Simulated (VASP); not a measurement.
A run of VASP 6.6.1 is set up as follows.

INCAR

```
SYSTEM = Ge
PREC = Accurate
ENCUT = 600
EDIFF = 1E-7
ISMEAR = -1
SIGMA = 0.05
LREAL = .False.
LASPH = .True.
NELM = 100
ALGO = Normal
ISIF = 3
LWAVE = .False.
LCHARG = .False.
GGA = RP
IVDW = 12
IBRION = 2
NSW = 40
EDIFFG = -0.01
```

The input KPOINTS:

```
regular mesh
0
Gamma
  8 8 8
  0 0 0
```

Contents of POSCAR:

```
Ge
1.0
    0.0000000000      2.8289100000      2.8289100000
    2.8289100000      0.0000000000      2.8289100000
    2.8289100000      2.8289100000      0.0000000000
Ge
2
Direct
    0.7500000000      0.7500000000      0.7500000000
    0.5000000000      0.5000000000      0.5000000000
```

Potentials or basis: VASP PAW PBE potentials, release 64 (Ge_d).

Command:

```console
$ cat potpaw_PBE.64/Ge_d/POTCAR > POTCAR
$ mpirun -np 1 vasp_std > vasp.out
```

Question: Estimate the space group after relaxing (to 0.05 Å).

Answer: Fd-3m (No. 227).

Question: What does it give for the band gap on the k mesh?

Answer: 0.48 eV, indirect (least direct gap 0.79 eV).

Question: What does it give for the relaxed cell?

Answer: a = 3.911 Å, b = 3.911 Å, c = 3.911 Å, α = 60.00°, β = 60.00°, γ = 60.00°.

Final structure:
```
Ge
1.0
     0.00000    2.76542    2.76542
     2.76542    0.00000    2.76542
     2.76542    2.76542    0.00000
Ge
2
Cartesian
  4.1481 4.1481 4.1481
  2.7654 2.7654 2.7654
```

Caveat: the PAW data sets were made with another functional, which shifts forces and pressure a little.

The cell as given is a measured one (22.64 Å³/atom); RPBE+D3(BJ) puts the equilibrium volume -6.6 % from it, thermal expansion not counted.
